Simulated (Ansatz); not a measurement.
# Co (P6_3/mmc) in Ansatz: notebook

Aim: see how the results for Co move with the level of theory and the settings. Levels: PBEsol, PBE, PBEsol+D3(BJ). Tasks: single point, relaxation of cell and atoms.

Everything below comes from runs of Ansatz 0.2.0. Logs are shortened: lines on timing, memory, paths and dates and some standing lists are left out, and cuts for length are marked.

## Step 1: The crystal as given

Symmetry: P6_3/mmc, No. 194, hexagonal system. The conventional cell has a = 2.472 Å, b = 2.472 Å, c = 4.021 Å, α = 90.00°, β = 90.00°, γ = 120.00°. Around Co (site symmetry -6m2) lie 12 Co at 2.47 Å.

## Step 2: Single point, PBEsol, collinear spin, ferromagnetic start

Contents of input.yaml:

```yaml
crystal:
  lattice:
    - [2.4719999032, 0.0, 0.0]
    - [-1.2359999516, 2.1408147143, 0.0]
    - [0.0, 0.0, 4.02114408]
  atoms:
    - { symbol: Co, position: [0.6666666667, 0.3333333333, 0.75], spin: 2.0 }
    - { symbol: Co, position: [0.3333333333, 0.6666666667, 0.25], spin: 2.0 }
kpoints:
  mp_grid: { grid: [12, 12, 7] }
scf:
  occupations: { method: gaussian, width: 0.1 }
hamiltonian:
  xc: pbesol
  pseudopotentials: { kind: all_electron, lapw: { basis_error: 0.001 } }
magnetization:
  spin_polarized: true
output:
  forces: true
  stress: true
  eigenvalues: true
```

Potentials or basis: all-electron LAPW, scalar-relativistic.

Launch:

```sh
ansatz run input.yaml --threads 2 --pin off --max-ram 6144MiB --backend cpu --events-out ev --progress --plain --runs-dir out
```

The log of the run:

```text
Warning: RAYON_NUM_THREADS=2 ignored (pool sized by the plan → 2); use --threads N
LAPW: plane waves up to 9.095 Å⁻¹, error target 1.0e-3 eV per atom; small_component_spin mean_spin; Co in spheres of 1.233 Å, 17 of its electrons in bands, Dirac shells [] (how accurate: hamiltonian.pseudopotentials.lapw.basis_error, Limitations)
Engine: ansatz 0.2.0, aarch64-unknown-linux-gnu
Pseudopotentials: kind: all_electron
Pseudopotential: Co, LAPW, valence charge 17, lapw/all_electron/scalar/gaussian/Co, Koelling and Harmon's equation, gaussian nucleus
Functional definition: PBEsol
  exchange = pbesol_x
  correlation = pbesol_c
Crystal: 2 atoms, lattice volume = 21.280 Å³
Basis set: ecut = 315.1384648011803 eV, 287 PW (Γ), exchange–correlation at level 2
Bands: 23, of which v1, the nominal top of the filled ones, is band 17 counted from 1 (16 counted from 0)
Symmetry: 24 space group operations
Space group: P63/mmc (ITA 194), of the structure as read, at distance tolerance 2.8e-5 Å
Magnetic group: BNS 194.263 (UNI 1493), of the structure as read, at distance tolerance 2.8e-5 Å
k-points: 76 of 1008
Non-local potential: Co, projectors of the file, none
Initial density: superposition of atomic densities (chi_scale 0.1, normalization cell)
Starting moments: Σ|m| = 4 μB on 2 of 2 sites
Initial wavefunctions: plane waves of lowest kinetic energy (no species holds an atomic orbital)
Functional: x = pbesol(κ = 0.804, μ = 0.12345679012345678), c = pbesol(β = 0.046)
iter 1 solved again at ethr=3.04e-5 eV; its pass at ethr=1.00e-1 eV (dr2=1.03e-2 eV) is discarded
SCF iter   1: F=—  HF=-75768.708232 eV  |F-HF|=—  |Δ(HF+E_count)|=         —  Δρ=1.85e-2 (↑1.84e-2 ↓1.85e-2)  dr2=1.04e-2  dr2_m=6.22e-2  M=3.246 μB ∫|m|=3.363 μB  β_m=0.30  ethr=3.04e-5  ⟨swp⟩=3.4  Hψ=27100  notcnv=0
Mixer restart at iter 1: flushing history
preconditioner: auto → none  [metal: Δε(μ)=0.003 eV  Ē_g=9.766 eV  σ=0.100 eV  W_gap=0.02  n_scr=8 (ndim 8)  ℏωp=34.2 eV  f_vac=0.000  D(μ)=1.94/eV (n_scr^D=22)  sad-step TF]
SCF iter   2: F=—  HF=-75768.774600 eV  |F-HF|=—  |Δ(HF+E_count)|=   6.64e-2  Δρ=1.33e-2 (↑1.29e-2 ↓1.33e-2)  dr2=6.33e-3  dr2_m=3.15e-2  M=3.236 μB ∫|m|=3.388 μB  β_m=0.43  ethr=3.04e-5  ⟨swp⟩=2.5  Hψ=9757  notcnv=0
SCF iter   3: F=—  HF=-75768.829712 eV  |F-HF|=—  |Δ(HF+E_count)|=   5.51e-2  Δρ=6.25e-3 (↑5.99e-3 ↓6.25e-3)  dr2=1.59e-3  dr2_m=6.59e-3  M=3.206 μB ∫|m|=3.418 μB  β_m=0.44  ethr=1.86e-5  ⟨swp⟩=3.0  Hψ=10280  notcnv=0
iter 4 solved again at ethr=3.00e-7 eV; its pass at ethr=4.66e-6 eV (dr2=1.02e-4 eV) is discarded
SCF iter   4: F=—  HF=-75768.849890 eV  |F-HF|=—  |Δ(HF+E_count)|=   2.02e-2  Δρ=1.48e-3 (↑1.14e-3 ↓1.48e-3)  dr2=1.02e-4  dr2_m=3.01e-4  M=3.196 μB ∫|m|=3.453 μB  β_m=0.72  ethr=3.00e-7  ⟨swp⟩=2.0  Hψ=17305  notcnv=0
SCF iter   5: F=—  HF=-75768.852454 eV  |F-HF|=—  |Δ(HF+E_count)|=   2.56e-3  Δρ=2.06e-4 (↑1.54e-4 ↓2.06e-4)  dr2=1.20e-6  dr2_m=5.84e-6  M=3.201 μB ∫|m|=3.486 μB  β_m=0.77  ethr=3.00e-7  ⟨swp⟩=3.0  Hψ=10940  notcnv=0
SCF iter   6: F=—  HF=-75768.852516 eV  |F-HF|=—  |Δ(HF+E_count)|=   6.20e-5  Δρ=2.60e-5 (↑2.60e-5 ↓1.98e-5)  dr2=1.01e-7  dr2_m=6.93e-8  M=3.202 μB ∫|m|=3.491 μB  β_m=0.83  ethr=3.54e-9  ⟨swp⟩=3.1  Hψ=10978  notcnv=0
SCF iter   7: F=—  HF=-75768.852517 eV  |F-HF|=—  |Δ(HF+E_count)|=   5.86e-7  Δρ=5.79e-6 (↑2.77e-6 ↓5.79e-6)  dr2=4.47e-9  dr2_m=2.63e-9  M=3.202 μB ∫|m|=3.491 μB  β_m=0.84  ethr=2.98e-10  ⟨swp⟩=3.0  Hψ=10175  notcnv=0
SCF iter   8: F=-75768.852517 eV  HF=-75768.852517 eV  |F-HF|=1.51e-9  |Δ(HF+E_count)|=   3.52e-8  Δρ=1.57e-6 (↑8.04e-7 ↓1.57e-6)  dr2=2.51e-10  dr2_m=2.12e-10  M=3.202 μB ∫|m|=3.491 μB  ethr=1.32e-11  ⟨swp⟩=3.0  Hψ=10436  notcnv=0
SCF 1 converged in 8 iterations: F = -75768.852517 eV  dr2 = 2.51e-10
SCF converged after 8 iterations
Magnetization: 3.2023 μB (18.6011 up, 15.3989 down)
Absolute magnetization: 3.4910 μB (∫|ρ↑−ρ↓|)
Spin contamination: 0.0486 ħ² per cell (⟨S²⟩ above its minimum at these occupations)
Per-site moments (μB) at R_I (Å): [(1.6494503415324573, 1.2328146238691469), (1.6494503415324573, 1.2328146238691469)]
Free energy (F): -75768.852517 eV
Harris-Foulkes:  -75768.852517 eV  (|F-HF|=1.51e-9)
Internal energy: -75768.842809 eV  (E = F + TS)
E sigma→0 (E₀):  -75768.847663 eV
Entropy (-TS):   -0.009707 eV (-4.854 meV/atom)
Fermi energy:    19.347352 eV
--- Per-component energies (eV) ---
  E_band       = -463.146453
  E_kinetic    = 76885.204996
  E_xc         = -3181.848488
  E_electrostatic = -149472.199318  (all electrons and nuclei)
  E_smearing   = -0.009707  (= −TS)
  E_closure    = 0.000000  (closes the sum)
  E_atoms      = -75750.878730  (free atoms, spherical and without spin; not in F)
  Σ components = -75768.852517   (vs F -75768.852517, Δ=0.00e0)
  Basis errors (estimates in eV, not in F): energy 2.2e-4 per atom: plane waves 2.1e-4 (1.1e-4 summed), levels above the bands 0.0e0, relativity 1.8e-8, radial functions 6.9e-6, core shells 1.0e-9; eigenvalues (radial functions only) 9.9e-7; not estimated: angular momenta, meshes, grids; target (lapw.basis_error) 1.0e-3; muffin-tin radii Co 1.233 Å
--- Forces (eV/Å), atoms counted from 1 ---
  atom   1  Co     0.00000000    -0.00000000     0.00000000
  atom   2  Co     0.00000000     0.00000000     0.00000000
  max |Σ_I F_I| component: 4.63e-18 eV/Å
--- Stress (GPa, compression-positive) ---
       -4.865422      -0.000000       0.000000
       -0.000000      -4.865422       0.000000
        0.000000       0.000000      -7.779298
  P = ⅓ Tr σ = -5.8367 GPa (-58.367 kbar)
--- Band table (eV; the first three rows and the last of 152) ---
  k-point 0 ↑: bands = ["-76.4056", "-76.3442", "-39.9563", "-39.6491", "-39.6491", "-39.6047", "-39.5992", "-39.5992", "10.1650", "14.0460", "16.6770", "16.7362", "16.7362", "17.0574", "17.0574", "17.4477", "17.4477", "18.5767", "18.5767", "19.0435", "25.7225", "41.2827", "44.1188"]
  k-point 1 ↑: bands = ["-76.4026", "-76.3473", "-39.9391", "-39.6467", "-39.6467", "-39.6224", "-39.6017", "-39.6017", "10.3721", "13.9943", "16.6227", "16.6864", "16.6864", "17.0018", "17.0018", "17.5721", "17.5721", "18.3052", "18.5643", "18.5643", "26.8761", "41.1763", "42.9621"]
  k-point 2 ↑: bands = ["-76.3941", "-76.3558", "-39.8909", "-39.6717", "-39.6397", "-39.6397", "-39.6086", "-39.6086", "10.9739", "13.7094", "16.4859", "16.6260", "16.6260", "16.8689", "16.8689", "17.0926", "17.8404", "17.8404", "18.5039", "18.5039", "29.4469", "39.3984", "41.6039"]
  k-point 75 ↓: bands = ["-74.3018", "-74.3018", "-37.9174", "-37.9174", "-37.8554", "-37.8301", "-37.6904", "-37.6904", "16.6085", "16.6874", "16.7101", "16.7101", "17.5661", "17.5661", "19.0430", "19.3113", "20.4693", "20.4693", "25.7792", "25.7792", "26.9014", "28.1558", "29.8164"]
```

It took 15 s on 2 threads of Arm Neoverse V2, shared host; peak memory 0.51 GiB.

What came out:

- Free energy: -75768.8525 eV
- Pressure: -5.8 GPa
- Band gap on the k mesh: none (metal or under the smearing width)
- Net moment: 3.20 μB per cell
- Absolute moment: 3.49 μB per cell
- Site moments: Co +1.65 μB

Stress tensor (GPa, compression positive):
```
-4.87  0.00  0.00
 0.00 -4.87  0.00
 0.00  0.00 -7.78
```

Levels at points of the mesh, in eV from the Fermi level:
Spin up:
```
            k point  band 16  band 17  band 18  band 19  band 20  band 21  band 22  band 23
 (0.00, 0.00, 0.00)    -1.90    -1.90    -0.77    -0.77    -0.30     6.38    21.94    24.77
(0.00, -0.50, 0.00)    -0.61    -0.54    -0.46     1.33     3.37     9.67    10.33    12.77
```
Spin down:
```csv
k point,band 12,band 13,band 14,band 15,band 16,band 17,band 18,band 19
"(0.00, 0.00, 0.00)",-0.99,-0.99,-0.62,-0.62,-0.29,-0.15,-0.15,1.10
"(0.00, -0.50, 0.00)",-1.92,-1.13,-1.10,-0.66,1.26,1.36,1.42,2.62
```

## Step 3: Single point, PBE, collinear spin, ferromagnetic start

Changes to input.yaml since step 2:

```diff
@@ -11,5 +11,5 @@
 scf:
-  occupations: { method: gaussian, width: 0.1 }
+  occupations: { method: gaussian, width: 0.018 }
 hamiltonian:
-  xc: pbesol
+  xc: pbe
   pseudopotentials: { kind: all_electron, lapw: { basis_error: 0.001 } }
```

Potentials or basis: all-electron LAPW, scalar-relativistic.

Launch:

```sh
ansatz run input.yaml --threads 2 --pin off --max-ram 6144MiB --backend cpu --events-out ev --progress --plain --runs-dir out
```

The log of the run:

```text
Warning: RAYON_NUM_THREADS=2 ignored (pool sized by the plan → 2); use --threads N
LAPW: plane waves up to 9.095 Å⁻¹, error target 1.0e-3 eV per atom; small_component_spin mean_spin; Co in spheres of 1.233 Å, 17 of its electrons in bands, Dirac shells [] (how accurate: hamiltonian.pseudopotentials.lapw.basis_error, Limitations)
[... 3 set-up lines as earlier in the session ...]
Functional definition: PBE
  parameter kappa = 0.804
  parameter beta = 0.06672455060314922
  exchange = pbe_x(kappa = kappa, mu = beta*pi^2/3)
  correlation = pbe_c(beta = beta)
Crystal: 2 atoms, lattice volume = 21.280 Å³
Basis set: ecut = 315.14779257486185 eV, 287 PW (Γ), exchange–correlation at level 2
Bands: 23, of which v1, the nominal top of the filled ones, is band 17 counted from 1 (16 counted from 0)
[... 2 set-up lines as earlier in the session ...]
Magnetic group: BNS 194.263 (UNI 1493), of the structure as read, at distance tolerance 2.8e-5 Å
k-points: 76 of 1008
[... 2 set-up lines as earlier in the session ...]
Starting moments: Σ|m| = 4 μB on 2 of 2 sites
[... 1 set-up line as earlier in the session ...]
Functional: x = pbe(κ = 0.804, μ = 0.2195149727645171), c = pbe(β = 0.06672455060314922)
iter 1 solved again at ethr=2.86e-5 eV; its pass at ethr=1.00e-1 eV (dr2=9.71e-3 eV) is discarded
SCF iter   1: F=—  HF=-75835.012463 eV  |F-HF|=—  |Δ(HF+E_count)|=         —  Δρ=1.81e-2 (↑1.80e-2 ↓1.81e-2)  dr2=9.80e-3  dr2_m=5.97e-2  M=3.260 μB ∫|m|=3.388 μB  β_m=0.30  ethr=2.86e-5  ⟨swp⟩=3.4  Hψ=27161  notcnv=0
Mixer restart at iter 1: flushing history
preconditioner: auto → none  [metal: Δε(μ)=0.016 eV  Ē_g=9.756 eV  σ=0.018 eV  W_gap=0.47  n_scr=8 (ndim 8)  ℏωp=34.2 eV  f_vac=0.000  D(μ)=2.20/eV (n_scr^D=34)  sad-step TF]
SCF iter   2: F=—  HF=-75835.074050 eV  |F-HF|=—  |Δ(HF+E_count)|=   6.16e-2  Δρ=1.31e-2 (↑1.28e-2 ↓1.31e-2)  dr2=6.14e-3  dr2_m=3.09e-2  M=3.245 μB ∫|m|=3.412 μB  β_m=0.46  ethr=2.86e-5  ⟨swp⟩=2.6  Hψ=10543  notcnv=0
SCF iter   3: F=—  HF=-75835.132664 eV  |F-HF|=—  |Δ(HF+E_count)|=   5.86e-2  Δρ=5.56e-3 (↑5.16e-3 ↓5.56e-3)  dr2=1.43e-3  dr2_m=4.95e-3  M=3.216 μB ∫|m|=3.455 μB  β_m=0.45  ethr=1.81e-5  ⟨swp⟩=3.0  Hψ=11545  notcnv=0
iter 4 solved again at ethr=3.67e-7 eV; its pass at ethr=4.19e-6 eV (dr2=1.25e-4 eV) is discarded
SCF iter   4: F=—  HF=-75835.147237 eV  |F-HF|=—  |Δ(HF+E_count)|=   1.46e-2  Δρ=1.53e-3 (↑1.11e-3 ↓1.53e-3)  dr2=1.25e-4  dr2_m=3.00e-4  M=3.214 μB ∫|m|=3.495 μB  β_m=0.72  ethr=3.67e-7  ⟨swp⟩=2.0  Hψ=17896  notcnv=0
SCF iter   5: F=—  HF=-75835.149932 eV  |F-HF|=—  |Δ(HF+E_count)|=   2.69e-3  Δρ=8.83e-4 (↑8.83e-4 ↓8.58e-4)  dr2=1.04e-6  dr2_m=1.47e-4  M=3.218 μB ∫|m|=3.529 μB  β_m=0.65  ethr=3.67e-7  ⟨swp⟩=3.0  Hψ=11436  notcnv=0
SCF iter   6: F=—  HF=-75835.150054 eV  |F-HF|=—  |Δ(HF+E_count)|=   1.23e-4  Δρ=1.95e-4 (↑1.95e-4 ↓1.92e-4)  dr2=1.18e-7  dr2_m=7.22e-6  M=3.217 μB ∫|m|=3.533 μB  β_m=0.82  ethr=3.05e-9  ⟨swp⟩=3.4  Hψ=11097  notcnv=0
SCF iter   7: F=—  HF=-75835.150064 eV  |F-HF|=—  |Δ(HF+E_count)|=   9.82e-6  Δρ=3.38e-5 (↑3.38e-5 ↓3.26e-5)  dr2=7.20e-9  dr2_m=2.12e-7  M=3.217 μB ∫|m|=3.534 μB  β_m=0.89  ethr=3.47e-10  ⟨swp⟩=3.5  Hψ=11127  notcnv=0
SCF iter   8: F=—  HF=-75835.150064 eV  |F-HF|=—  |Δ(HF+E_count)|=   2.77e-7  Δρ=3.76e-6 (↑3.76e-6 ↓3.75e-6)  dr2=2.15e-10  dr2_m=2.67e-9  M=3.217 μB ∫|m|=3.534 μB  β_m=0.90  ethr=2.12e-11  ⟨swp⟩=3.2  Hψ=11000  notcnv=0
SCF iter   9: F=-75835.150064 eV  HF=-75835.150064 eV  |F-HF|=1.02e-10  |Δ(HF+E_count)|=   2.98e-9  Δρ=2.16e-7 (↑2.16e-7 ↓1.88e-7)  dr2=2.53e-12  dr2_m=6.72e-12  M=3.217 μB ∫|m|=3.535 μB  ethr=1.33e-12 (applied; sched 1.00e-12)  ⟨swp⟩=3.0  Hψ=10602  notcnv=0
SCF 1 converged in 9 iterations: F = -75835.150064 eV  dr2 = 2.53e-12
SCF converged after 9 iterations
Magnetization: 3.2175 μB (18.6087 up, 15.3913 down)
Absolute magnetization: 3.5345 μB (∫|ρ↑−ρ↓|)
Spin contamination: 0.0536 ħ² per cell (⟨S²⟩ above its minimum at these occupations)
Per-site moments (μB) at R_I (Å): [(1.6611854206385104, 1.23281462386915), (1.6611854206385104, 1.23281462386915)]
Free energy (F): -75835.150064 eV
Harris-Foulkes:  -75835.150064 eV  (|F-HF|=1.02e-10)
Internal energy: -75835.149764 eV  (E = F + TS)
E sigma→0 (E₀):  -75835.149914 eV
Entropy (-TS):   -0.000300 eV (-0.150 meV/atom)
Fermi energy:    19.530038 eV
--- Per-component energies (eV) ---
  E_band       = -460.030070
  E_kinetic    = 76965.110761
  E_xc         = -3250.074609
  E_electrostatic = -149550.185916  (all electrons and nuclei)
  E_smearing   = -0.000300  (= −TS)
  E_closure    = 0.000000  (closes the sum)
  E_atoms      = -75818.578525  (free atoms, spherical and without spin; not in F)
  Σ components = -75835.150064   (vs F -75835.150064, Δ=0.00e0)
  Basis errors (estimates in eV, not in F): energy 2.2e-4 per atom: plane waves 2.1e-4 (1.1e-4 summed), levels above the bands 0.0e0, relativity 2.6e-8, radial functions 6.3e-6, core shells 1.0e-9; eigenvalues (radial functions only) 9.9e-7; not estimated: angular momenta, meshes, grids; target (lapw.basis_error) 1.0e-3; muffin-tin radii Co 1.233 Å
--- Forces (eV/Å), atoms counted from 1 ---
  atom   1  Co    -0.00000000    -0.00000000     0.00000000
  atom   2  Co    -0.00000000     0.00000000     0.00000000
  max |Σ_I F_I| component: 9.25e-18 eV/Å
--- Stress (GPa, compression-positive) ---
        5.766253       0.000000       0.000000
        0.000000       5.766253       0.000000
        0.000000       0.000000       2.344573
  P = ⅓ Tr σ = 4.6257 GPa (46.257 kbar)
--- Band table (eV; the first three rows and the last of 152) ---
  k-point 0 ↑: bands = ["-76.5396", "-76.4793", "-39.9458", "-39.6471", "-39.6471", "-39.5987", "-39.5978", "-39.5978", "10.4033", "14.2483", "16.8517", "16.9059", "16.9059", "17.2248", "17.2248", "17.6154", "17.6154", "18.7372", "18.7372", "19.2847", "25.9235", "41.5237", "44.3729"]
  k-point 1 ↑: bands = ["-76.5366", "-76.4823", "-39.9288", "-39.6447", "-39.6447", "-39.6162", "-39.6003", "-39.6003", "10.6103", "14.1997", "16.7980", "16.8566", "16.8566", "17.1697", "17.1697", "17.7388", "17.7388", "18.5363", "18.7247", "18.7247", "27.0844", "41.4177", "43.2086"]
  k-point 2 ↑: bands = ["-76.5283", "-76.4907", "-39.8812", "-39.6648", "-39.6379", "-39.6379", "-39.6071", "-39.6071", "11.2118", "13.9262", "16.6632", "16.7967", "16.7967", "17.0379", "17.0379", "17.3037", "18.0051", "18.0051", "18.6644", "18.6644", "29.6646", "39.6363", "41.8483"]
  k-point 75 ↓: bands = ["-74.4003", "-74.4003", "-37.8756", "-37.8756", "-37.8128", "-37.7878", "-37.6525", "-37.6525", "16.7975", "16.8749", "16.9045", "16.9045", "17.7543", "17.7543", "19.2387", "19.5056", "20.6602", "20.6602", "25.9591", "25.9591", "27.0719", "28.3260", "30.0204"]
```

Run time: 16 s. Hardware: 2 threads of Arm Neoverse V2, shared host; peak memory 0.51 GiB.

Results:

```
Free energy            : -75835.1501 eV
Pressure               : 4.6 GPa
Band gap on the k mesh : none (metal or under the smearing width)
Net moment             : 3.22 μB per cell
Absolute moment        : 3.53 μB per cell
Site moments           : Co +1.66 μB
```

## Step 4: Single point, PBE, collinear spin, ferromagnetic start

Changes to input.yaml since step 3:

```diff
@@ -11,3 +11,3 @@
 scf:
-  occupations: { method: gaussian, width: 0.018 }
+  occupations: { method: gaussian, width: 0.022 }
 hamiltonian:
```

Launch:

```sh
ansatz run input.yaml --threads 2 --pin off --max-ram 6144MiB --backend cpu --events-out ev --progress --plain --runs-dir out
```

Run time: 16 s. Hardware: 2 threads of Arm Neoverse V2, shared host; peak memory 0.51 GiB.

The run converged. Its results:

- Free energy: -75835.1501 eV
- Pressure: 4.6 GPa
- Band gap on the k mesh: none (metal or under the smearing width)
- Net moment: 3.22 μB per cell
- Absolute moment: 3.53 μB per cell
- Site moments: Co +1.66 μB

Stress tensor (GPa, compression positive):
```
5.74 0.00 0.00
0.00 5.74 0.00
0.00 0.00 2.37
```

Levels at points of the mesh, in eV from the Fermi level:
Spin up:
```csv
k point,band 17,band 18,band 19,band 20,band 21,band 22
"(0.00, 0.00, 0.00)",-1.91,-0.79,-0.79,-0.24,6.39,21.99
"(0.00, -0.50, 0.00)",-0.57,-0.49,1.34,3.39,9.73,10.38
```
Spin down:
```
            k point  band 11  band 12  band 13  band 14  band 15  band 16  band 17  band 18  band 19  band 20
 (0.00, 0.00, 0.00)    -1.04    -0.97    -0.97    -0.60    -0.60    -0.31    -0.14    -0.14     1.10     1.10
(0.00, -0.50, 0.00)    -3.37    -1.92    -1.12    -1.09    -0.65     1.27     1.37     1.43     2.62     4.39
```

[end of part 1 of 2]
